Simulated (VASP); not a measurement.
## Au under changes of volume

One of the cells (17.192 Å³/atom); the others are scaled copies at fixed shape and fractional positions:

```
CELL_PARAMETERS angstrom
0.00000 2.04848 2.04848
2.04848 0.00000 2.04848
2.04848 2.04848 0.00000
ATOMIC_POSITIONS crystal
Au 0.00000 0.00000 0.00000
```

```yaml
Program: VASP 6.6.1
Functional: PBEsol
Potentials_or_basis: VASP PAW PBE potentials, release 64 (Au)
Cutoff: 520 eV
k_mesh: 11 × 11 × 11
Occupations: fermi-dirac, width 0.05 eV
Spin: no spin polarisation
```

```csv
volume (Å³/atom),energy over the lowest point (meV/atom),pressure (GPa)
15.843,49.61,14.9
16.181,23.23,9.8
16.518,6.96,5.3
17.192,0.00,-2.1
17.529,?,?
17.866,20.44,-7.7
```

What does the run at 17.529 Å³/atom give?

Energy over the lowest point 7.25 meV/atom; pressure -5.1 GPa.

Worked out: A Birch-Murnaghan fit of order 3 (a polynomial in V^(-2/3)) to the other rows has its minimum at 17.00 Å³/atom with B0 = V·E''(V) = 176 GPa and B' = 5.6. It gives 7.22 meV/atom at 17.529 Å³/atom, against the run's 7.25, and -dE/dV = -4.9 GPa, against -5.1.

Energies are extrapolated to zero smearing.

Caveats: the PAW data sets were made with another functional, which shifts forces and pressure a little.
